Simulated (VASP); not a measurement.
# As (R-3m) in VASP: notebook

The runs below take As through relaxation of cell and atoms, with LDA.

Everything below comes from runs of VASP 6.6.1. Logs are shortened: lines on timing, memory, paths and dates and some standing lists are left out, and cuts for length are marked.

**1. The crystal as given**

The structure is trigonal, space group R-3m (No. 166). Conventional cell: a = 3.762 Å, b = 3.762 Å, c = 10.542 Å, α = 90.00°, β = 90.00°, γ = 120.00°. Around As (site symmetry 3m) lie 3 As at 2.51 Å.

**2. Relaxation of cell and atoms, LDA**

Contents of INCAR:

```
SYSTEM = As
PREC = Accurate
ENCUT = 520
EDIFF = 1E-7
ISMEAR = 0
SIGMA = 0.02
LREAL = .False.
LASPH = .True.
NELM = 80
ALGO = Normal
ISIF = 3
LWAVE = .False.
LCHARG = .False.
GGA = CA
IBRION = 2
NSW = 80
EDIFFG = -0.002
```

Contents of KPOINTS:

```
regular mesh
0
Gamma
  12 12 12
  0 0 0
```

Contents of POSCAR:

```
As
1.0
    1.8807969000      1.0858786000      3.5140619900
   -1.8807969000      1.0858786000      3.5140619900
    0.0000000000     -2.1717571900      3.5140619900
As
2
Direct
    0.7740000000      0.7740000000      0.7740000000
    0.2260000000      0.2260000000      0.2260000000
```

Potentials or basis: VASP PAW LDA potentials, release 64 (As).

The run is started by

```sh
> cat potpaw_LDA.64/As/POTCAR > POTCAR
> mpirun -np 1 vasp_std > vasp.out
```

OUTCAR:

```text
SYSTEM = As
   PREC = Accurate
   ENCUT = 520
   EDIFF = 1E-7
   ISMEAR = 0
   LREAL = .False.
   LASPH = .True.
   NELM = 80
   ISIF = 3
   GGA = CA
   IBRION = 2
   NSW = 80
   EDIFFG = -0.002

 ion  position               nearest neighbor table
   1  0.774  0.774  0.774-   2 2.51   2 2.51   2 2.51
   2  0.226  0.226  0.226-   1 2.51   1 2.51   1 2.51

  LATTYP: Found a trigonal (rhomboedric) cell.
 ALAT       =     4.1309999979
 COS(alpha) =     0.5854247158

  Lattice vectors:

 A1 = (   1.8807969000,   1.0858786000,   3.5140619900)
 A2 = (  -1.8807969000,   1.0858786000,   3.5140619900)
 A3 = (   0.0000000000,  -2.1717571900,   3.5140619900)

Analysis of symmetry for initial positions (statically):
=====================================================================
 Subroutine PRICEL returns:
 Original cell was already a primitive cell.

 Routine SETGRP: Setting up the symmetry group for a
 trigonal (rhombohedral) supercell.

 Subroutine GETGRP returns: Found 12 space group operations
 (whereof 12 operations were pure point group operations)
 out of a pool of 12 trial point group operations.

The static configuration has the point symmetry D_3d.

Analysis of symmetry for dynamics (positions and initial velocities):
=====================================================================
 Subroutine PRICEL returns:
 Original cell was already a primitive cell.

 Routine SETGRP: Setting up the symmetry group for a
 trigonal (rhombohedral) supercell.

 Subroutine GETGRP returns: Found 12 space group operations
 (whereof 12 operations were pure point group operations)
 out of a pool of 12 trial point group operations.

The dynamic configuration has the point symmetry D_3d.

 Subroutine INISYM returns: Found 12 space group operations
 (whereof 12 operations are pure point group operations),
 and found     1 'primitive' translations

----------------------------------------------------------------------------------------

                                     Primitive cell

  volume of cell :      43.0610

  direct lattice vectors                    reciprocal lattice vectors
     1.880796900  1.085878600  3.514061990     0.265844760  0.153485544  0.094856987
    -1.880796900  1.085878600  3.514061990    -0.265844760  0.153485544  0.094856987
     0.000000000 -2.171757190  3.514061990     0.000000000 -0.306971087  0.094856988

  length of vectors
     4.130999998  4.130999998  4.130999995     0.321292851  0.321292851  0.321292852

  position of ions in fractional coordinates (direct lattice)
     0.774000000  0.774000000  0.774000000
     0.226000000  0.226000000  0.226000000

  ion indices of the primitive-cell ions
   primitive index   ion index
                 1           1
                 2           2

----------------------------------------------------------------------------------------

 KPOINTS: regular mesh

Automatic generation of k-mesh.
 Grid dimensions read from file:
 generate k-points for:   12   12   12

 Generating k-lattice:

  Cartesian coordinates                     Fractional coordinates (reciprocal lattice)
     0.022153730  0.012790462  0.007904749     0.083333333  0.000000000 -0.000000000
    -0.022153730  0.012790462  0.007904749     0.000000000  0.083333333 -0.000000000
     0.000000000 -0.025580924  0.007904749     0.000000000  0.000000000  0.083333333

  Length of vectors
     0.026774404  0.026774404  0.026774404

  Shift w.r.t. Gamma in fractional coordinates (k-lattice)
     0.000000000  0.000000000  0.000000000

 Subroutine IBZKPT returns following result:
 ===========================================

 Found    189 irreducible k-points:

 Following reciprocal coordinates:
            Coordinates               Weight
  0.000000  0.000000  0.000000      1.000000
  0.083333  0.000000  0.000000      6.000000
  0.166667 -0.000000 -0.000000      6.000000
  0.250000  0.000000 -0.000000      6.000000
  0.333333  0.000000 -0.000000      6.000000
  0.416667  0.000000 -0.000000      6.000000
[... 16 lines left out ...]
  0.500000  0.166667 -0.000000     12.000000
 -0.416667  0.166667  0.000000     12.000000
 [... further k-points ...]
   k-points           NKPTS =    189   k-points in BZ     NKDIM =    189   number of bands    NBANDS=      9
   number of dos      NEDOS =    301   number of ions     NIONS =      2
   total plane-waves  NPLWV =  32768
   dimension x,y,z NGX =    32 NGY =   32 NGZ =   32
   dimension x,y,z NGXF=    64 NGYF=   64 NGZF=   64
   ions per type =               2
   NGX,Y,Z   is equivalent  to a cutoff of  12.88, 12.88, 12.88 a.u.
   NGXF,Y,Z  is equivalent  to a cutoff of  25.76, 25.76, 25.76 a.u.
 SYSTEM =  As
   PREC   = accura    normal or accurate (medium, high low for compatibility)
   ISTART =      0    job   : 0-new  1-cont  2-samecut
   ICHARG =      2    charge: 1-file 2-atom 10-const
   ISPIN  =      1    spin polarized calculation?
   LNONCOLLINEAR =      F non collinear calculations
   LSORBIT =      F    spin-orbit coupling
   LASPH  =      T    aspherical Exc in radial PAW
   ENCUT  =  520.0 eV  38.22 Ry    6.18 a.u.   7.68  7.68  7.68*2*pi/ulx,y,z
   NELM   =     80;   NELMIN=  2; NELMDL= -5     # of ELM steps
   EDIFF  = 0.1E-06   stopping-criterion for ELM
   LREAL  =      F    real-space projection
   EDIFFG = -.2E-02   stopping-criterion for IOM
   NSW    =     80    number of steps for IOM
   IBRION =      2    ionic relax: 0-MD 1-quasi-New 2-CG
   NFREE  =      1    steps in history (QN), initial steepest desc. (CG)
   ISIF   =      3    stress and relaxation
   ISYM   =      2    0-nonsym 1-usesym 2-fastsym
   POTIM  = 0.5000    time-step for ionic-motion
   TEBEG  =    0.0;   TEEND  =   0.0 temperature during run
   PSTRESS=    0.0 pullay stress
   NELECT =      10.0000    total number of electrons
   NUPDOWN=      -1.0000    fix difference up-down
   EMIN   =  10.00;   EMAX   =-10.00  energy-range for DOS
   EFERMI =   0.00;   METHOD = LEGACY
   ISMEAR =     0;   SIGMA  =   0.02  broadening in eV -4-tet -1-fermi 0-gaus
   EFERMI_NEDOS =   21; number of points for ismear=-14 and -15
   IALGO  =     38    algorithm
   IMIX   =      4    mixing-type and parameters
     AMIX     =   0.40;   BMIX     =  1.00
     AMIX_MAG =   1.60;   BMIX_MAG =  1.00
  volume/ion in A,a.u.               =      21.53       145.29
  Fermi-wavevector in a.u.,A,eV,Ry     =   1.006268  1.901570 13.776916  1.012575
  Thomas-Fermi vector in A             =   2.138999
   LORBIT       =      0    0 simple, 1 ext, 2 COOP (PROOUT), +10 PAW based schemes
   GGA     = CA    functional components
   LHFCALC =     F    Hartree Fock is set to
   AEXX    =    0.0000 exact exchange contribution
   IVDW    =     0    specifies the selected vdW correction
   LEPSILON=     F    determine dielectric tensor
   LRPA    =     F    only Hartree local field effects (RPA)
 conjugate gradient relaxation of ions
 non-spin polarized calculation
 Gauss-broadening in eV      SIGMA  =   0.02
  energy-cutoff  :      520.00
  volume of cell :       43.06
 maximum number of plane-waves:      1172
   NGX = 15   NGY = 15   NGZ = 15

--------------------------------------- Ionic step        1  -------------------------------------------

 number of electron      10.0000000 magnetization

 Free energy of the ion-electron system (eV)
  ---------------------------------------------------
  ext. energy  EPLUGINS =         0.00000000
  ---------------------------------------------------
  free energy    TOTEN  =       -10.75618836 eV

  energy without entropy =      -10.75612629  energy(sigma->0) =      -10.75615733

------------------------ aborting loop because EDIFF is reached ----------------------------------------

  FORCE on cell =-STRESS in cart. coord.  units (eV):
  Direction    XX          YY          ZZ          XY          YZ          ZX
  --------------------------------------------------------------------------------------
  -------------------------------------------------------------------------------------
  Total       -0.1628668     -0.1628668     -0.3865836      0.0000000     -0.0000000      0.0000000
  in kB       -6.0598153     -6.0598153    -14.3836867      0.0000000     -0.0000000      0.0000000
  external PRESSURE =      -8.8344391 kB  Pullay stress =       0.0000000 kB
[... 89 lines left out ...]
  FREE ENERGIE OF THE ION-ELECTRON SYSTEM (eV)
  ---------------------------------------------------
  free  energy   TOTEN  =       -10.7762560965 eV

  energy  without entropy=      -10.7762560844  energy(sigma->0) =      -10.77625609

[... ionic steps 4 to 13 ...]

--------------------------------------- Ionic step       14  -------------------------------------------

 number of electron      10.0000000 magnetization

------------------------ aborting loop because EDIFF is reached ----------------------------------------

  FORCE on cell =-STRESS in cart. coord.  units (eV):
  Direction    XX          YY          ZZ          XY          YZ          ZX
  --------------------------------------------------------------------------------------
  -------------------------------------------------------------------------------------
  Total       -0.0108837     -0.0108837      0.0004907      0.0000000      0.0000000      0.0000000
  in kB       -0.4268012     -0.4268012      0.0192444      0.0000000      0.0000000      0.0000000
  external PRESSURE =      -0.2781193 kB  Pullay stress =       0.0000000 kB
[... 57 lines left out ...]
  energy  without entropy=      -10.7858327759  energy(sigma->0) =      -10.78585249

--------------------------------------- Ionic step       16  -------------------------------------------

 number of electron      10.0000000 magnetization

 Free energy of the ion-electron system (eV)
  ---------------------------------------------------
  ext. energy  EPLUGINS =         0.00000000
  ---------------------------------------------------
  free energy    TOTEN  =       -10.78587302 eV

  energy without entropy =      -10.78583353  energy(sigma->0) =      -10.78585327

 E-fermi :   6.0115     XC(G=0): -10.4075

 val. band max:        5.8309325799   @ k =   0.4167   0.3333   0.3333
 cond. band min:       6.0115769075   @ k =   0.4167   0.0833   0.0833
 fundamental gap:      0.1806443276
 Fermi energy:         6.0115433478

 k-point     1 :       0.0000    0.0000    0.0000
  band No.  band energies     occupation
      1      -9.3255      2.00000
      2       0.4812      2.00000
      3       3.6043      2.00000
      4       3.8628      2.00000
      5       3.8628      2.00000
      6       8.1655      0.00000
      7       9.1607      0.00000
      8       9.1607      0.00000
      9      12.4186      0.00000
[... 265 lines left out ...]
 k-point    24 :      -0.4167    0.1667    0.0000
  band No.  band energies     occupation
      1      -6.2072      2.00000
      2      -5.2470      2.00000
      3       1.3491      2.00000
      4       3.1694      2.00000
      5       3.9508      2.00000
      6       7.1337      0.00000
      7       7.4926      0.00000
      8       9.6274      0.00000
      9      14.0827      0.00000

 [... further k-points ...]

------------------------ aborting loop because EDIFF is reached ----------------------------------------

  FORCE on cell =-STRESS in cart. coord.  units (eV):
  Direction    XX          YY          ZZ          XY          YZ          ZX
  --------------------------------------------------------------------------------------
  -------------------------------------------------------------------------------------
  Total        0.0003861      0.0003861      0.0015473      0.0000000      0.0000000      0.0000000
  in kB        0.0151466      0.0151466      0.0606973      0.0000000      0.0000000      0.0000000
  external PRESSURE =       0.0303302 kB  Pullay stress =       0.0000000 kB
[... 17 lines left out ...]
  FREE ENERGIE OF THE ION-ELECTRON SYSTEM (eV)
  ---------------------------------------------------
  free  energy   TOTEN  =       -10.7858730219 eV

  energy  without entropy=      -10.7858335278  energy(sigma->0) =      -10.78585327

 reached required accuracy - stopping structural energy minimisation
```

It took 2.4 min on 1 thread of Intel Xeon 6975P-C (Granite Rapids), shared host; peak memory 0.21 GiB.

What came out:

| Quantity | Value |
| --- | --- |
| Free energy | -10.7859 eV |
| Relaxed volume | 20.42 Å³/atom |
| Relaxed cell | a = 3.971 Å, b = 3.971 Å, c = 3.971 Å, α = 56.64°, β = 56.64°, γ = 56.64° |
| Space group after relaxing (to 0.05 Å) | R-3m (No. 166) |
| Energy gained by relaxing | 14.8 meV/atom |
| Ionic steps | 16 |
| Pressure after relaxing | 0.0 GPa |
| Band gap on the k mesh | none (metal or under the smearing width) |

Step by step:
```
step  energy change (eV)  largest force (eV/Å)  pressure (GPa)  volume (Å³)
   1              0.0000                0.3337           -0.88        43.06
   2             -0.0126                0.1896           -0.47        42.32
   3             -0.0201                0.0525            0.55        40.98
   4             -0.0271                0.1445           -0.15        40.88
   5             -0.0277                0.1731           -0.45        40.83
   6             -0.0277                0.1658           -0.38        40.84
   7             -0.0284                0.0721            0.79        40.41
   8             -0.0293                0.0326            0.26        40.60
   9             -0.0295                0.0178           -0.13        40.83
  10             -0.0296                0.0211           -0.04        40.78
  11             -0.0296                0.0032            0.04        40.79
  12             -0.0296                0.0094            0.06        40.79
  13             -0.0297                0.0012           -0.03        40.86
  14             -0.0297                0.0010           -0.03        40.86
  15             -0.0297                0.0020            0.02        40.83
  16             -0.0297                0.0017            0.00        40.84
```

Final structure:
```cif
data_structure
_symmetry_space_group_name_H-M 'P 1'
_symmetry_Int_Tables_number 1
_cell_length_a 3.9712
_cell_length_b 3.9712
_cell_length_c 3.9712
_cell_angle_alpha 56.635
_cell_angle_beta 56.635
_cell_angle_gamma 56.635
_cell_volume 40.84
loop_
_atom_site_label
_atom_site_type_symbol
_atom_site_fract_x
_atom_site_fract_y
_atom_site_fract_z
_atom_site_occupancy
As1 As 0.76910 0.76910 0.76910 1
As2 As 0.23090 0.23090 0.23090 1
```

**3. Relaxation of cell and atoms, LDA**

This run uses another cell than the first one, of 20.42 Å³/atom, 0.948 times its volume.

INCAR is that of step 2.

KPOINTS is that of step 2.

Contents of POSCAR:

```
As                                      
1.0
    1.8837727998      1.0875967364      3.3225064191
   -1.8837727998      1.0875967364      3.3225064191
   -0.0000000000     -2.1751934633      3.3225064193
  As            
     2
Direct
     0.7691003356205718    0.7691003356205718    0.7691003356207163
     0.2308996643794282    0.2308996643794282    0.2308996643792835
```

Potentials or basis: VASP PAW LDA potentials, release 64 (As).

The run is started by

```sh
> cat potpaw_LDA.64/As/POTCAR > POTCAR
> mpirun -np 1 vasp_std > vasp.out
```

It took 23 s on 1 thread of Intel Xeon 6975P-C (Granite Rapids), shared host; peak memory 0.19 GiB.

Results (log left out):

| Property | Result |
| --- | --- |
| Free energy | -10.7858 eV |
| Pressure after relaxing | 0.0 GPa |
| Band gap on the k mesh | none (metal or under the smearing width) |

Final structure:
```
As
1.0
     1.88377    1.08760    3.32251
    -1.88377    1.08760    3.32251
     0.00000   -2.17519    3.32251
As
2
Direct
  0.76910 0.76910 0.76910
  0.23090 0.23090 0.23090
```

Levels at points of the mesh, in eV from the Fermi level:
| k point | band 1 | band 2 | band 3 | band 4 | band 5 | band 6 | band 7 | band 8 | band 9 |
| --- | --- | --- | --- | --- | --- | --- | --- | --- | --- |
| (0.00, 0.00, 0.00) | -15.34 | -5.53 | -2.41 | -2.15 | -2.15 | 2.15 | 3.15 | 3.15 | 6.41 |
| (0.50, 0.00, 0.00) | -12.43 | -11.45 | -2.60 | -2.38 | -0.37 | -0.31 | 0.22 | 0.78 | 9.47 |
| (0.50, 0.50, 0.00) | -12.38 | -9.59 | -6.51 | -4.47 | -4.42 | 1.52 | 5.78 | 6.72 | 7.82 |
| (0.50, 0.50, 0.50) | -13.55 | -10.55 | -1.77 | -1.77 | -0.72 | 0.25 | 0.25 | 1.52 | 8.53 |

Caveat: the relaxation stopped at its first step, so nothing moved.
